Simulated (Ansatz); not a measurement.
A crystal relaxed with r2SCAN in Ansatz 0.2.0 has space group P6_3mc (No. 186) and a = 3.298 Å, c = 9.216 Å.

```tsv
atom	site	x	y	z
Xx	2b	0.3333	0.6667	0.9934
O	2b	0.3333	0.6667	0.3816
```

The r2SCAN gap is indirect, 1.60 eV (M–K (0.88 of the way from M) to M), below the direct gap of 1.89 eV at M. HSE06 gives an indirect gap of 1.91 eV, from M–K (0.88 of the way from M) to M; the least direct gap is 2.26 eV at M. PBE gives an indirect gap of 1.39 eV, from M–K (0.90 of the way from M) to Γ; the least direct gap is 1.68 eV at M. The lowest empty level at M lies only 18 meV higher, so the place of the conduction bottom isn't settled. Meshes: r2SCAN 12×12×4, HSE06 6×6×2, PBE 12×12×4. r2SCAN's ε∞ is 7.9 along x and y, 3.5 along z.

Q: Which element is Xx?
A. Hf
B. Sn
C. C
D. Ti

A: B. Xx is Sn: SnO (wurtzite) (it has left that coordination). Sn is surrounded by 3 O at 2.16 Å; O is surrounded by 3 Sn at 2.16 Å.

No spin polarisation. The prototype was imposed, so other structures may be more stable.

The runs are scalar-relativistic, without spin-orbit coupling.

Where an edge lies off the special points, it is a point of the mesh or the k point where a search put PBE's edge or least direct gap, reused for the other functionals, whose own edges may lie a little apart; PBE's own value is read along its path and can be a few hundredths of an eV high.

The meshes of the hybrids are coarse, so their gaps aren't converged to the digits shown.
